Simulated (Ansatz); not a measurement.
Write the native input for Ansatz 0.2.0 that does the following.

- Task: single point
- Functional: B3LYP
- Potentials or basis: Ansatz PAW
- Cutoff: 420 eV (not typed: the program's choice for these potentials)
- k mesh: 6 × 6 × 6
- Occupations: fermi-dirac, width 0.05 eV
- Spin: no spin polarisation

Al:

```xyz
1
Lattice="0.0000 2.0248 2.0248 2.0248 0.0000 2.0248 2.0248 2.0248 0.0000" Properties=species:S:1:pos:R:3 pbc="T T T"
Al    0.0000    0.0000    0.0000
```

The input as run:

input.yaml

```yaml
crystal:
  lattice:
    - [0.0, 2.024805, 2.024805]
    - [2.024805, 0.0, 2.024805]
    - [2.024805, 2.024805, 0.0]
  atoms:
    - { symbol: Al, position: [0.0, 0.0, 0.0] }
hamiltonian:
  xc: b3lyp
  pseudopotentials: { kind: paw }
kpoints:
  mp_grid: { grid: [6, 6, 6] }
scf:
  occupations: { method: fermi_dirac, width: 0.05 }
output:
  forces: true
  stress: true
  eigenvalues: true
  write_density: true
  write_potential: true
  elf: true
  volumetric_format: npy
```

Potentials or basis: Ansatz PAW.

Launch:

```bash
$ ansatz run input.yaml --threads 2 --pin off --max-ram 5632MiB --backend cpu --events-out ev --progress --plain --runs-dir out
```

Results of the run:

The pressure is 1.7 GPa and the band gap on the k mesh is none (metal or under the smearing width).

Caveat: the k mesh is coarse (spacing up to 0.45 Å⁻¹), so the values aren't converged, least of all with exact exchange; the PAW data sets come from PBE, with cores solved anew for the run's functional, which leaves a small shift of forces and pressure; the thresholds are loose for stress.

Wall time 2.7 s on 2 threads of Arm Neoverse V1, with other jobs on the host, peak memory 0.39 GiB.
